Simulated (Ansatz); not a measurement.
# HfO2 (CdI2 type): response to moved atoms and strain

Aim: move atoms of HfO2 (CdI2 type) or strain its cell, and read the forces, the stress and the rise in energy. This structure was made by substitution into a known type, so it needn't be the compound's stable form.

Computed with Ansatz 0.2.0 (DFT PBEsol, scalar-relativistic, plane waves, PAW, unless a step's input says otherwise).

### Step 1. The structure to begin with

It takes space group P-3m1 (No. 164, trigonal). The conventional cell has a = 3.219 Å, b = 3.219 Å, c = 5.107 Å, α = 90.00°, β = 90.00°, γ = 120.00°. Hf (site symmetry -3m) has 6 O at 2.09 Å as nearest neighbours. Around O (site symmetry 3m) lie 3 Hf at 2.09 Å.

Coordinates:

```cif
data_structure
_symmetry_space_group_name_H-M 'P-3m1'
_symmetry_Int_Tables_number 164
_cell_length_a 3.2188
_cell_length_b 3.2188
_cell_length_c 5.1068
_cell_angle_alpha 90.000
_cell_angle_beta 90.000
_cell_angle_gamma 120.000
_cell_volume 45.82
loop_
_atom_site_label
_atom_site_type_symbol
_atom_site_symmetry_multiplicity
_atom_site_Wyckoff_symbol
_atom_site_fract_x
_atom_site_fract_y
_atom_site_fract_z
_atom_site_occupancy
Hf1 Hf 1 a 0.00000 0.00000 0.00000 1
O1 O 2 d 0.33333 0.66667 0.18901 1
```

An earlier run at PBEsol left this cell at 15.273 Å³/atom and 0.05 GPa (12×12×6 mesh).

The changes: atom 3 (O) moved 0.05 Å along y; strain e1 = +0.01, atoms carried along.

### Step 2. Atom 3 (O) moved 0.05 Å along y

Input file input.yaml:

```yaml
crystal:
  lattice:
    - [3.2187809572, 0.0, 0.0]
    - [-1.6093904786, 2.7875460781, 0.0]
    - [0.0, 0.0, 5.1067595329]
  atoms:
    - { symbol: Hf, position: [0.0, 0.0, 0.0] }
    - { symbol: O, position: [0.3333333333, 0.6666666667, 0.1890109153] }
    - { symbol: O, position: [0.6756351283, 0.3512702566, 0.8109890847] }
basis:
  ecutwfc: 420
  ecutrho_ratio: 4
kpoints:
  mp_grid: { grid: [12, 12, 6] }
hamiltonian:
  xc: pbesol
scf:
  occupations: { method: gaussian, width: 0.05 }
output:
  forces: true
  stress: true
  eigenvalues: true
```

Output, shortened:

```text
Warning: RAYON_NUM_THREADS=4 ignored (pool sized by the plan → 4); use --threads N
[...]
Pseudopotentials: kind: paw
Pseudopotential: Hf, paw, valence charge 26, recommended cutoff 420 eV (normal), Hf.paw.azcp
Pseudopotential: O, paw, valence charge 6, recommended cutoff 420 eV (normal), O.paw.azcp
Functional definition: PBEsol
[...]
Crystal: 3 atoms, lattice volume = 45.820 Å³
Basis set: ecut = 420 eV, 929 PW (Γ), exchange–correlation on 48×48×72 points (8 copies of the dense FFT grid, shifted against one another)
Bands: 23, of which v1, the nominal top of the filled ones, is band 19 counted from 1 (18 counted from 0)
Symmetry: 2 space group operations
Space group: Cm (ITA 8), of the structure as read, at distance tolerance 3.6e-5 Å
k-points: 242 of 864 (time reversal used)
[...]
SCF iter   1: F=—  HF=-16724.472957 eV  |F-HF|=—  |Δ(HF+E_count)|=         —  Δρ=1.56e-2  dr2=9.71e-2  ethr=1.77e-3  ⟨swp⟩=5.8  Hψ=22375  notcnv=0
[...]
SCF iter   7: F=-16724.449604 eV  HF=-16724.449604 eV  |F-HF|=1.68e-8  |Δ(HF+E_count)|=   7.73e-8  Δρ=5.87e-6  dr2=1.66e-8  ethr=2.63e-10  ⟨swp⟩=6.1  Hψ=27087  notcnv=0
[...]
SCF converged after 7 iterations
Free energy (F): -16724.449604 eV
[...]
E sigma→0 (E₀):  -16724.449604 eV
Fermi energy:    10.631854 eV
[...]
--- Forces (eV/Å), atoms counted from 1 ---
  atom   1  Hf     0.00000000     0.22237921     0.03784016
  atom   2  O      0.00000000     0.30490675     0.00126530
  atom   3  O      0.00000000    -0.52728372    -0.03909253
[...]
--- Stress (GPa, compression-positive) ---
       -0.664465       0.000000       0.000000
        0.000000       1.114911       2.801897
        0.000000       2.801897       0.209675
  P = ⅓ Tr σ = 0.2200 GPa (2.200 kbar)
--- Band table (eV; the first three rows and the last of 242) ---
  k-point 0: bands = ["-51.6393", "-20.5832", "-20.0967", "-20.0953", "-8.8590", "-6.9779", "-1.4946", "-1.4932", "-1.4860", "-1.4493", "-1.4419", "-1.3615", "-1.3066", "4.5463", "4.5884", "4.6797", "7.9856", "8.0775", "8.1064", "13.3869", "13.5278", "13.5474", "16.1257"]
[...]
```

It took 9.2 s on 4 threads of an Arm CPU, shared host; peak memory 0.55 GiB.

This gives: volume 15.273 Å³/atom, pressure 0.22 GPa, gap on the mesh 4.62 eV.

Forces on the atoms, as numbers:

```csv
atom,x (eV/Å),y (eV/Å),z (eV/Å)
Hf1,0.000,0.222,0.038
O2,0.000,0.305,0.001
O3,0.000,-0.527,-0.039
```

### Step 3. Strain e1 = +0.01, atoms carried along

Input file input.yaml:

```yaml
crystal:
  lattice:
    - [3.2509687667, 0.0, 0.0]
    - [-1.6254843834, 2.7875460781, 0.0]
    - [0.0, 0.0, 5.1067595329]
  atoms:
    - { symbol: Hf, position: [0.0, 0.0, 0.0] }
    - { symbol: O, position: [0.3333333333, 0.6666666667, 0.1890109153] }
    - { symbol: O, position: [0.6666666667, 0.3333333333, 0.8109890847] }
basis:
  ecutwfc: 420
  ecutrho_ratio: 4
kpoints:
  mp_grid: { grid: [12, 12, 6] }
hamiltonian:
  xc: pbesol
scf:
  occupations: { method: gaussian, width: 0.05 }
output:
  forces: true
  stress: true
  eigenvalues: true
```

Output, shortened:

```text
Warning: RAYON_NUM_THREADS=4 ignored (pool sized by the plan → 4); use --threads N
[...]
[... 4 set-up lines as earlier in the session ...]
[...]
Crystal: 3 atoms, lattice volume = 46.279 Å³
Basis set: ecut = 420 eV, 929 PW (Γ), exchange–correlation on 48×48×72 points (8 copies of the dense FFT grid, shifted against one another)
Bands: 23, of which v1, the nominal top of the filled ones, is band 19 counted from 1 (18 counted from 0)
Symmetry: 4 space group operations
Space group: C2/m (ITA 12), of the structure as read, at distance tolerance 3.6e-5 Å
k-points: 242 of 864
[...]
SCF iter   1: F=—  HF=-16724.479422 eV  |F-HF|=—  |Δ(HF+E_count)|=         —  Δρ=1.53e-2  dr2=9.43e-2  ethr=1.77e-3  ⟨swp⟩=5.8  Hψ=22228  notcnv=0
[...]
SCF iter   7: F=-16724.456910 eV  HF=-16724.456910 eV  |F-HF|=2.02e-8  |Δ(HF+E_count)|=   4.49e-8  Δρ=5.89e-6  dr2=1.93e-8  ethr=2.63e-10  ⟨swp⟩=6.1  Hψ=26742  notcnv=0
[...]
SCF converged after 7 iterations
Free energy (F): -16724.456910 eV
[...]
E sigma→0 (E₀):  -16724.456910 eV
Fermi energy:    10.526314 eV
[...]
--- Forces (eV/Å), atoms counted from 1 ---
  atom   1  Hf    -0.00000000     0.00000000     0.00000000
  atom   2  O     -0.00000000     0.04220936    -0.13513446
  atom   3  O      0.00000000    -0.04220936     0.13513446
[...]
--- Stress (GPa, compression-positive) ---
       -3.948325      -0.000000      -0.000000
       -0.000000      -1.273859       0.300312
       -0.000000       0.300312      -0.835738
  P = ⅓ Tr σ = -2.0193 GPa (-20.193 kbar)
--- Band table (eV; the first three rows and the last of 242) ---
  k-point 0: bands = ["-51.8312", "-20.7568", "-20.2855", "-20.2807", "-8.9355", "-7.0950", "-1.6919", "-1.6909", "-1.6874", "-1.6492", "-1.6488", "-1.5635", "-1.5081", "4.4573", "4.5039", "4.6129", "7.9076", "7.9354", "7.9775", "13.2410", "13.2744", "13.3726", "15.9513"]
[...]
```

Wall time 5.4 s (4 threads of an Arm CPU, shared host); peak memory 0.5 GiB.

Result: volume 15.426 Å³/atom, pressure -2.02 GPa, gap on the mesh 4.65 eV.

Forces on the atoms, as numbers:

```csv
atom,x (eV/Å),y (eV/Å),z (eV/Å)
O2,0.000,0.042,-0.135
O3,0.000,-0.042,0.135
```

### Step 4. The distortions side by side

| change | change of free energy (meV/atom) | largest force (eV/Å) | largest change of stress (GPa) |
| --- | --- | --- | --- |
| atom 3 (O) moved 0.05 Å along y | 4.30 | 0.529 | 2.80 |
| strain e1 = +0.01, atoms carried along | 1.87 | 0.142 | 4.00 |

Moving atom 3 by 0.05 Å meets a restoring force of 0.527 eV/Å along the move, a force constant of about 10.5 eV/Å². The strain e1 = +0.01 changes that stress component by -4.00 GPa (compression positive), a ratio of 400 GPa; that is a secant over a finite strain with the atoms carried along, not the elastic constant. No change lowers the energy by more than 0.5 meV/atom; other distortions weren't tried. Spin–orbit coupling is left out, though the cell holds Hf; in elements this heavy it can shift levels and gaps by tenths of an eV. No dispersion term is included, so distances between weakly bound layers or units are the least certain numbers.

These are semilocal Kohn-Sham gaps, which aren't the measured quantity. Such gaps usually fall short of the measured ones.
